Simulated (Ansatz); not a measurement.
Crystal: NbAs.

```
CELL_PARAMETERS angstrom
-1.72585 1.72585 5.84000
1.72585 -1.72585 5.84000
1.72585 1.72585 -5.84000
ATOMIC_POSITIONS crystal
Nb 0.50000 0.00000 0.50000
Nb 0.75000 0.75000 0.00000
As 0.91600 0.41600 0.50000
As 0.16600 0.16600 0.00000
```

Base run:

* Program: Ansatz 0.2.0
* Functional: PBEsol
* Potentials or basis: Ansatz PAW
* Cutoff: 420 eV
* Density cutoff: 1680 eV
* k mesh: 11 × 11 × 11
* Occupations: fermi-dirac, width 0.05 eV
* Spin: no spin polarisation
* Hubbard terms: Nb d U = 3 eV

Its results: band gap on the k mesh none (metal or under the smearing width); pressure -1.3 GPa; largest force 0.280 eV/Å.

Task: After a change of settings the same cell gave: band gap on the k mesh none (metal or under the smearing width); pressure 2.3 GPa; largest force 0.057 eV/Å. Which change was it?
A. hubbard terms from Nb d U = 3 eV to none; hubbard projectors from ortho-atomic (the default) to none
B. functional from PBEsol to LDA; hubbard terms from Nb d U = 3 eV to none; hubbard projectors from ortho-atomic (the default) to none
C. hubbard terms from Nb d U = 3 eV to Nb d U = 6 eV
D. hubbard terms from Nb d U = 3 eV to Nb d U = 1 eV

Result: C.

Caveats: U without spin polarisation on a metal has little footing; the PAW data sets come from PBE, with cores solved anew for the run's functional, which leaves a small shift of forces and pressure; the U is typed as a test and isn't derived for this compound.

Not every run made on this cell is shown here.
